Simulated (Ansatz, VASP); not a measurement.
## GaP in VASP and in Ansatz

POSCAR

```
GaP
1.0
    0.0000000000      2.7532093770      2.7254101930
    2.7254101930      0.0000000000      2.7254101930
    2.7254101930      2.7532093770      0.0000000000
Ga P
1 1
Direct
    0.0000000000      0.0000000000      0.0000000000
    0.2500000000      0.2500000000      0.2500000000
```

INCAR.step1

```
PREC = Accurate
ENCUT = 520
ISMEAR = 0
SIGMA = 0.01
LREAL = False
LASPH = True
NELM = 60
NBANDS = 16
GGA = PE
ALGO = Normal
EDIFF = 1E-4
LWAVE = True
LCHARG = False
```

File INCAR.step2:

```
PREC = Accurate
ENCUT = 520
EDIFF = 1E-6
ISMEAR = 0
SIGMA = 0.01
LREAL = False
LASPH = True
NELM = 60
ALGO = Normal
ISIF = 2
LWAVE = False
LCHARG = True
METAGGA = R2SCAN
LMIXTAU = True
LELF = True
LVHAR = True
NBANDS = 16
ISTART = 1
```

The input KPOINTS:

```
Automatic mesh
0
Gamma
  8 8 8
```

Input for Ansatz:

```yaml
crystal:
  lattice:
    - [0.0, 2.753209377, 2.725410193]
    - [2.725410193, 0.0, 2.725410193]
    - [2.725410193, 2.753209377, 0.0]
  atoms:
    - { symbol: Ga, position: [0.0, 0.0, 0.0] }
    - { symbol: P, position: [0.25, 0.25, 0.25] }
kpoints:
  mp_grid: { grid: [8, 8, 8] }
  band_path:
    path:
      - [0.0, 0.0, 0.0]
      - [-0.5, -0.5, 0.0]
      - [-0.375, -0.375, 0.25]
      - [-0.375, 0.0, 0.375]
      - [0.0, 0.0, 0.5]
      - [-0.5, -0.25, 0.25]
      - [0.0, 0.424479, 0.424479]
    npoints: 1
hamiltonian:
  xc: r2scan
scf:
  occupations: { method: fixed }
  n_extra_bands: 4
output:
  forces: true
  stress: true
  eigenvalues: true
```

Change from the starting cell: uniaxial_y strain +1.0%.

Alike in both runs: task single point; functional r2SCAN; k mesh 8 × 8 × 8; no spin polarisation.

```csv
,VASP,Ansatz
version,VASP 6.6.1,Ansatz 0.2.0
potentials or method,"VASP PAW PBE potentials, release 64 (Ga_d, P)","plane waves, PAW"
plane-wave cutoff (eV),520,500
occupations,"gaussian, width 0.01 eV",fixed
valence electrons in the cell,18,18
```

|  | VASP | Ansatz | Ansatz less VASP |
| --- | --- | --- | --- |
| gap on the k mesh at the Fermi level (eV) | 1.87 | 1.86 | -0.008 |
| pressure (GPa) | -0.9 | -0.8 | +0.06 |
| largest component of the traceless stress (GPa) | 0.55 | 0.56 | +0.009 |

Caveats: the PAW data sets were made with another functional, which shifts forces and pressure a little (VASP). A k mesh can miss the band edges.
